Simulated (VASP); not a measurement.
## Ta: relaxation of cell and atoms with PBEsol

The system is Ta.

```xyz
1
Lattice="-1.6513 1.6513 1.6513 1.6513 -1.6513 1.6513 1.6513 1.6513 -1.6513" Properties=species:S:1:pos:R:3 pbc="T T T"
Ta    0.0000    0.0000    0.0000
```

```
Program                : VASP 6.6.1
Task                   : relaxation of cell and atoms
Functional             : PBEsol
Potentials or basis    : VASP PAW PBE potentials, release 64 (Ta_pv)
Cutoff                 : 600 eV
k mesh                 : 16 × 16 × 16
Occupations            : methfessel-paxton, width 0.1 eV
Spin                   : no spin polarisation
Further INCAR settings : ALGO = Normal; EDIFF = 1e-06; IBRION = 2; EDIFFG = -0.01; NSW = 90; ISIF = 3
```

The relaxed volume is 17.70 Å³/atom, the relaxed cell is a = 2.843 Å, b = 2.843 Å, c = 2.843 Å, α = 109.47°, β = 109.47°, γ = 109.47° and the space group after relaxing (to 0.05 Å) is Im-3m (No. 229). The energy gained by relaxing is 3.5 meV/atom, the ionic steps are 3 and the pressure after relaxing is 0.0 GPa. The band gap on the k mesh is none (metal or under the smearing width).

The path:
| step | energy change (eV) | largest force (eV/Å) | pressure (GPa) | volume (Å³) |
| --- | --- | --- | --- | --- |
| 1 | 0.0000 | 0.0000 | -3.50 | 18.01 |
| 2 | 0.0146 | 0.0000 | 8.67 | 17.00 |
| 3 | -0.0035 | 0.0000 | -0.04 | 17.70 |

Final structure:
```xyz
1
Lattice="-1.6417 1.6417 1.6417 1.6417 -1.6417 1.6417 1.6417 1.6417 -1.6417" Properties=species:S:1:pos:R:3 pbc="T T T"
Ta    0.0000    0.0000    0.0000
```

Levels at points of the mesh, in eV from the Fermi level:
```tsv
k point	band 1	band 2	band 3	band 4	band 5	band 6	band 7	band 8	band 9
(0.00, 0.00, 0.00)	-32.93	-32.93	-32.93	-7.97	0.74	0.74	0.74	4.08	4.08
(0.50, 0.00, 0.00)	-34.18	-33.34	-32.94	-4.44	-1.58	1.72	3.97	5.02	8.00
(0.50, 0.50, 0.50)	-33.80	-33.80	-33.80	-3.89	-3.89	7.01	7.01	7.01	8.85
```

Wall time 15 s on 1 thread of Intel(R) Xeon(R) 6975P-C (Granite Rapids) (shared host), peak memory 0.16 GiB.

Caveat: the PAW data sets were made with another functional, which shifts forces and pressure a little. The run has no spin-orbit coupling, so splittings on Ta are missing.
